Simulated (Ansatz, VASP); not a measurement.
# Two plane-wave programs on Zn

Contents of POSCAR:

```
Zn
1.0
   -1.5600287635      1.5600287635      1.5600287635
    1.5600287635     -1.5600287635      1.5600287635
    1.5600287635      1.5600287635     -1.5600287635
Zn
1
Direct
    0.0000000000      0.0000000000      0.0000000000
```

The input INCAR.step1:

```
SYSTEM = Zn
PREC = Accurate
ENCUT = 520
ISMEAR = 0
SIGMA = 0.05
LREAL = .False.
LASPH = .True.
NELM = 100
NBANDS = 12
GGA = PE
ALGO = Normal
EDIFF = 1E-4
LWAVE = .True.
LCHARG = .False.
```

Contents of INCAR.step2:

```
SYSTEM = Zn
PREC = Accurate
ENCUT = 520
EDIFF = 1E-6
ISMEAR = 0
SIGMA = 0.05
LREAL = .False.
LASPH = .True.
NELM = 100
ALGO = Normal
ISIF = 2
LWAVE = .False.
LCHARG = .False.
METAGGA = R2SCAN
LMIXTAU = .True.
NBANDS = 12
ISTART = 1
```

The input KPOINTS:

```
Automatic mesh
0
Gamma
  18 18 18
  0 0 0
```

Input for Ansatz:

```yaml
crystal:
  lattice:
    - [-1.5600287635, 1.5600287635, 1.5600287635]
    - [1.5600287635, -1.5600287635, 1.5600287635]
    - [1.5600287635, 1.5600287635, -1.5600287635]
  atoms:
    - { symbol: Zn, position: [0.0, 0.0, 0.0] }
basis:
  ecutwfc: 500
  ecutrho_ratio: 4
kpoints:
  mp_grid: { grid: [18, 18, 18] }
hamiltonian:
  xc: r2scan
scf:
  occupations: { method: gaussian, width: 0.05 }
output:
  forces: true
  stress: true
  eigenvalues: true
```

The cell was built by a generator and needn't be a form met in nature.

Alike in both runs: task single point; functional r2SCAN; k mesh 18 × 18 × 18; occupations gaussian, width 0.05 eV; no spin polarisation.

|  | VASP | Ansatz |
| --- | --- | --- |
| version | VASP 6.6.1 | Ansatz 0.2.0 |
| potentials or method | VASP PAW PBE potentials, release 64 (Zn) | scalar-relativistic, plane waves, PAW |
| plane-wave cutoff (eV) | 520 | 500 |
| valence electrons in the cell | 12 | 12 |

|  | VASP | Ansatz | Ansatz less VASP |
| --- | --- | --- | --- |
| pressure (GPa) | -3.2 | -3.7 | -0.47 |

Caveats: the PAW data sets were made with another functional, which shifts forces and pressure a little (VASP).
